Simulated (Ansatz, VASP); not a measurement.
**One calculation of TiB3, two programs**

The input INCAR:

```
PREC     = Accurate       # precision mode
ENCUT    = 520            # plane-wave cutoff, eV
EDIFF    = 1E-6           # SCF threshold, eV
ISMEAR   = 0              # smearing method
SIGMA    = 0.1            # smearing width, eV
LREAL    = F              # projectors in reciprocal space
LASPH    = T              # aspherical terms in the spheres
NELM     = 100            # most SCF steps
ALGO     = Normal         # electronic algorithm
ISIF     = 2              # what is computed and relaxed
LWAVE    = F              # write WAVECAR
LCHARG   = F              # write CHGCAR
GGA      = PE             # functional
NBANDS   = 18             # bands
```

The input KPOINTS:

```
Automatic mesh
0
Gamma
  8 8 8
```

POSCAR

```
TiB3
1.0
   -1.6331364741      1.6331364741      3.6580459278
    1.6331364741     -1.6331364741      3.6580459278
    1.6331364741      1.6331364741     -3.6580459278
Ti B
1 3
Direct
    0.0000000000      0.0000000000      0.0000000000
    0.5000000000      0.5000000000      0.0000000000
    0.7500000000      0.2500000000      0.5000000000
    0.2500000000      0.7500000000      0.5000000000
```

Input for Ansatz:

```yaml
crystal:
  lattice:
    - [-1.6331364741, 1.6331364741, 3.6580459278]
    - [1.6331364741, -1.6331364741, 3.6580459278]
    - [1.6331364741, 1.6331364741, -3.6580459278]
  atoms:
    - { symbol: Ti, position: [0.0, 0.0, 0.0] }
    - { symbol: B, position: [0.5, 0.5, 0.0] }
    - { symbol: B, position: [0.75, 0.25, 0.5] }
    - { symbol: B, position: [0.25, 0.75, 0.5] }
basis:
  ecutwfc: 420
kpoints:
  mp_grid: { grid: [8, 8, 8] }
hamiltonian:
  xc: pbe
scf:
  occupations: { method: gaussian, width: 0.1 }
output:
  forces: true
  stress: true
  eigenvalues: true
```

Alike in both runs: task single point; functional PBE; k mesh 8 × 8 × 8; occupations gaussian, width 0.1 eV; no spin polarisation.

```csv
,VASP,Ansatz
version,VASP 6.6.1,Ansatz 0.2.0
potentials or method,"VASP PAW PBE potentials, release 64 (Ti_sv, B)","scalar-relativistic, plane waves, PAW"
plane-wave cutoff (eV),520,420
valence electrons in the cell,21,21
```

```tsv
	VASP	Ansatz	Ansatz less VASP
gap on the k mesh at the Fermi level (eV)	none	none	-
pressure (GPa)	-26.5	-26.4	+0.04
largest component of the traceless stress (GPa)	13.37	13.40	+0.030
```

A gap of «none» marks a metal or a gap that the smearing closes.

Caveats: so large a pressure means that the cell lies far from this level's equilibrium, or that cutoff or potentials fall short (VASP).
